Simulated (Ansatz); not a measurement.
Runs of Ansatz 0.2.0 on InAs. It takes space group F-43m (No. 216, cubic). The conventional cell has a = 6.036 Å, b = 6.036 Å, c = 6.036 Å, α = 90.00°, β = 90.00°, γ = 90.00°. In (site symmetry -43m) has 4 As at 2.61 Å as nearest neighbours. Around As (site symmetry -43m) lie 4 In at 2.61 Å. 

```csv
task,level,k mesh,smearing,mesh quality,gap on the mesh (eV),pressure (GPa),V0 of scaled cells (Å³/atom),B0 (GPa)
equation of state,PBEsol,8 × 8 × 8,fermi-dirac 0.05 eV,not flagged,-,-,(a),56
single point,PBE,8 × 8 × 8,gaussian 0.013 eV,not flagged,none,4.3,-,-
equation of state,PBE0,4 × 4 × 4,fermi-dirac 0.05 eV,coarse,-,-,28.46,60
single point,PBE,8 × 8 × 8,gaussian 0.022 eV,not flagged,none,4.3,-,-
single point,PBE,8 × 8 × 8,gaussian 0.023 eV,not flagged,none,4.3,-,-
```

Alike in all rows: potentials or basis Ansatz PAW; no spin polarisation; cell as given; cutoff (eV) 420.

Estimate the missing entries.

(a) 28.20.

Caveats: some runs use coarse meshes; this crystal is a semiconductor, whose small gap the functional closes, so the metal is an error of the method (some runs); the PAW data sets come from PBE, with cores solved anew for the run's functional, which leaves a small shift of forces and pressure (some runs).

A k mesh can miss the band edges, and the runs leave out spin-orbit coupling on As, In.

A gap of «none» marks a metal or a gap under the smearing width.

Not every run made on this cell is shown here.
